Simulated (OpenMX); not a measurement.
The system is Sn.

```xyz
2
Lattice="-2.9401 2.9401 1.5993 2.9401 -2.9401 1.5993 2.9401 2.9401 -1.5993" Properties=species:S:1:pos:R:3 pbc="T T T"
Sn    0.0000    0.0000    0.0000
Sn    0.0000    2.9401    0.7997
```

Base run:

```yaml
Program: OpenMX 3.8.5
Functional: PBE
Potentials_or_basis: OpenMX 2013 PBE set, Sn7.0-s3p2d2, grid cutoff 500 Ry
k_mesh: 9 × 9 × 9
Occupations: fermi-dirac, width 0.05 eV
Spin: no spin polarisation
```

Its results: pressure -7.3 GPa.

The run is repeated on the same cell with these changes: potentials or basis from OpenMX 2013 PBE set, Sn7.0-s3p2d2, grid cutoff 500 Ry to OpenMX 2013 PBE set, Sn7.0-s3p2d1, grid cutoff 500 Ry. What comes out?

Pressure -8.5 GPa.

Caveats: the basis of atomic orbitals isn't converged, which shifts pressures, moduli and gaps.
